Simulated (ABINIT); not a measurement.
In:

```
CELL_PARAMETERS angstrom
3.33548 0.00000 0.00000
-1.66774 2.88861 0.00000
0.00000 0.00000 5.50914
ATOMIC_POSITIONS crystal
In 0.66667 0.33333 0.75000
In 0.33333 0.66667 0.25000
```

This isn't the form of In at room conditions, which is tetragonal.

```yaml
Program: ABINIT 10.8.3 (patched build)
Task: relaxation of cell and atoms
Functional: PBEsol
Potentials_or_basis: JTH PAW PBE v2.0
Cutoff: 599 eV
k_mesh: 9 × 9 × 5
Occupations: fermi-dirac, width 0.05 eV
Spin: no spin polarisation
```

At the start: pressure -1.3 GPa; volume 26.54 Å³/atom.

Where does the relaxation end?

Over 5 steps the energy falls by 4.2 meV/atom and the volume is 25.64 Å³/atom (-3.4 %); space group P6_3/mmc (No. 194, to 0.05 Å).

The path:
```csv
step,energy change (eV),largest force (eV/Å),pressure (GPa),volume (Å³)
1,0.0000,0.0000,-1.31,53.08
2,-0.0017,0.0000,-1.17,52.87
3,-0.0081,0.0000,0.19,51.07
4,-0.0083,0.0000,0.04,51.24
5,-0.0084,0.0000,0.00,51.27
```

Final structure:
```cif
data_structure
_symmetry_space_group_name_H-M 'P 1'
_symmetry_Int_Tables_number 1
_cell_length_a 3.3117
_cell_length_b 3.3117
_cell_length_c 5.3981
_cell_angle_alpha 90.000
_cell_angle_beta 90.000
_cell_angle_gamma 120.000
_cell_volume 51.27
loop_
_atom_site_label
_atom_site_type_symbol
_atom_site_fract_x
_atom_site_fract_y
_atom_site_fract_z
_atom_site_occupancy
In1 In 0.66667 0.33333 0.75000 1
In2 In 0.33333 0.66667 0.25000 1
```

Caveat: the PAW data sets were made with another functional, which shifts forces and pressure a little.
